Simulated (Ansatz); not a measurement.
# Scandium, fcc: HSE06 after PBE

How do the levels change when part of the exchange is made exact, and what does it cost? Spin polarisation is left out. The geometry was relaxed under PBE beforehand and is kept. Exact exchange is dear, so the k-mesh is coarse, and PBE is run on the same mesh for comparison.

Computed with Ansatz 0.2.0 (DFT, plane waves (420 eV) with PBE-made PAW files, scalar-relativistic; functionals as named at each step, unless a step says otherwise).

## 1. The starting structure

The structure is cubic, space group Fm-3m (No. 225). Conventional cell: a = 4.626 Å, b = 4.626 Å, c = 4.626 Å, α = 90.00°, β = 90.00°, γ = 90.00°. Around Sc (site symmetry m-3m) lie 12 Sc at 3.27 Å.

As a file:

```
Sc
1.0
     0.00000    2.31308    2.31308
     2.31308    0.00000    2.31308
     2.31308    2.31308    0.00000
Sc
1
Direct
  0.00000 0.00000 0.00000
```

## 2. PBE, coarse mesh

The run with PBE.

The input, input.yaml:

```yaml
crystal:
  lattice:
    - [0.0, 2.3130827657, 2.3130827657]
    - [2.3130827657, 0.0, 2.3130827657]
    - [2.3130827657, 2.3130827657, 0.0]
  atoms:
    - { symbol: Sc, position: [0.0, 0.0, 0.0] }
hamiltonian:
  xc: pbe
  pseudopotentials:
    kind: paw
    azcp:
      Sc: "pseudopotentials/Sc.paw.azcp"
basis:
  ecutwfc: 420
  fft_grid_basis: typed
kpoints:
  mp_grid: { grid: [6, 6, 6], shift: [0, 0, 0] }
magnetization:
  spin_polarized: false
scf:
  occupations: { method: fermi_dirac, width: 0.1 }
```

Run with:

```sh
$ ansatz run input.yaml --threads 4 --pin off --max-ram 8192MiB --backend cpu --events-out ev --progress --plain --runs-dir out
```

Output, shortened:

```text
Warning: RAYON_NUM_THREADS=4 ignored (pool sized by the plan → 4); use --threads N
[...]
Pseudopotentials: kind: paw
Pseudopotential: Sc, paw, valence charge 11, recommended cutoff 420 eV (normal), <dir>
Functional definition: PBE
[...]
Crystal: 1 atoms, lattice volume = 24.752 Å³
Basis set: ecut = 420 eV, 531 PW (Γ)
Bands: 10, of which v1, the nominal top of the filled ones, is band 6 counted from 1 (5 counted from 0)
Symmetry: 48 space group operations
Space group: Fm-3m (ITA 225), of the structure as read, at distance tolerance 2.9e-5 Å
k-points: 16 of 216
[...]
SCF iter   1: F=—  HF=-2135.798188 eV  |F-HF|=—  |Δ(HF+E_count)|=         —  Δρ=6.27e-4  dr2=3.09e-5  ethr=1.77e-3  ⟨swp⟩=4.3  Hψ=811  notcnv=0
[...]
SCF iter   6: F=-2135.797883 eV  HF=-2135.797883 eV  |F-HF|=2.64e-10  |Δ(HF+E_count)|=   4.50e-8  Δρ=1.22e-6  dr2=4.14e-10  ethr=9.09e-10  ⟨swp⟩=2.0  Hψ=312  notcnv=0
[...]
SCF converged after 6 iterations
Free energy (F): -2135.797883 eV
[...]
E sigma→0 (E₀):  -2135.769248 eV
Entropy (-TS):   -0.057271 eV (-57.271 meV/atom)
Fermi energy:    9.250956 eV
[...]
```

Run time: 0.31 s. Hardware: 4 threads of Arm Neoverse N1, shared host; peak memory 0.25 GiB.

## 3. HSE06 on the coarse mesh

The run with HSE06.

input.yaml, as its differences from that of step 2:

```diff
@@ -8,3 +8,3 @@
 hamiltonian:
-  xc: pbe
+  xc: hse06
   pseudopotentials:
```

Run with:

```sh
$ ansatz run input.yaml --threads 4 --pin off --max-ram 8192MiB --backend cpu --events-out ev --progress --plain --runs-dir out
```

Output, shortened:

```text
Warning: RAYON_NUM_THREADS=4 ignored (pool sized by the plan → 4); use --threads N
[...]
[... 2 set-up lines as earlier in the session ...]
Functional definition: HSE06
[...]
Crystal: 1 atoms, lattice volume = 24.752 Å³
Basis set: ecut = 420 eV, 531 PW (Γ)
Bands: 10, of which v1, the nominal top of the filled ones, is band 6 counted from 1 (5 counted from 0)
[... 2 set-up lines as earlier in the session ...]
k-points: 16 of 216
[...]
SCF iter   1: F=—  HF=-2135.797770 eV  |F-HF|=—  |Δ(HF+E_count)|=         —  Δρ=8.33e-4  dr2=7.75e-5  ethr=1.77e-3  ⟨swp⟩=4.7  Hψ=577  notcnv=0
[...]
Frozen-core exchange: fock
[...]
SCF 2 stopped early in 6 iterations: F = -2135.853764 eV  dr2 = 7.66e-6
hybrid outer 1: dexx = +1.976e-2 eV, tail = 2.89e-5 eV
[...]
Frozen-core exchange: fock
[...]
hybrid outer 2: dexx = +5.305e-7 eV, tail = 2.20e-7 eV, Δε = 3.95e-3 eV (about 3.69e-4 eV left of the loop's levels)
hybrid SCF converged: 2 outer / 8 inner (+6 warm-up), last move |dexx| = 5.31e-7 eV, tail = 2.20e-7 eV
Stability not checked: this state was not tested for a lower state beside it, because the functional holds exact exchange (a hybrid, or Hartree-Fock), whose exchange loop this test does not read (fock_operator; see scf.lower_state_search)
Free energy (F): -2135.853560 eV
Frozen-core exchange: fock
[...]
E sigma→0 (E₀):  -2135.834591 eV
Entropy (-TS):   -0.037937 eV (-37.937 meV/atom)
Fermi energy:    9.407837 eV
[...]
--- Band table (eV; the first three rows and the last of 16) ---
  k-point 0: bands = ["-44.5966", "-21.3982", "-21.3982", "-21.3982", "3.0487", "11.6631", "11.6631", "11.6631"]
[...]
  guard bands above this table: 2 of the run's 10 bands. The solve was not asked for them (output.publish_guard_bands: true or output.eigenvalues: true publishes all)
```

It took 4.3 s on 4 threads of Arm Neoverse N1, shared host; peak memory 0.69 GiB.

## 4. The functionals compared

| functional | gap on the mesh | Fermi energy (eV) | SCF cycles | exchange loops | CPU time |
| --- | --- | --- | --- | --- | --- |
| PBE | none (levels filled in part) | 9.251 | 6 | - | 0.65 s |
| HSE06 | none (levels filled in part) | 9.408 | 14 | 2 | 13 s |

## 5. Results

```
                         quantity                         value
                         PBE: gap  none (levels filled in part)
                       HSE06: gap  none (levels filled in part)
HSE06: SCF cycles, exchange loops                         14, 2
 HSE06: CPU time over that of PBE                            20
```

**Reading.** Neither PBE nor HSE06 shows a clean gap on this mesh. The hybrid took 20 times as much CPU time as PBE on the same settings. HSE06 needed 2 outer loops of the exchange operator. Absolute energies differ from functional to functional, by eV per atom at times, and say nothing by themselves.
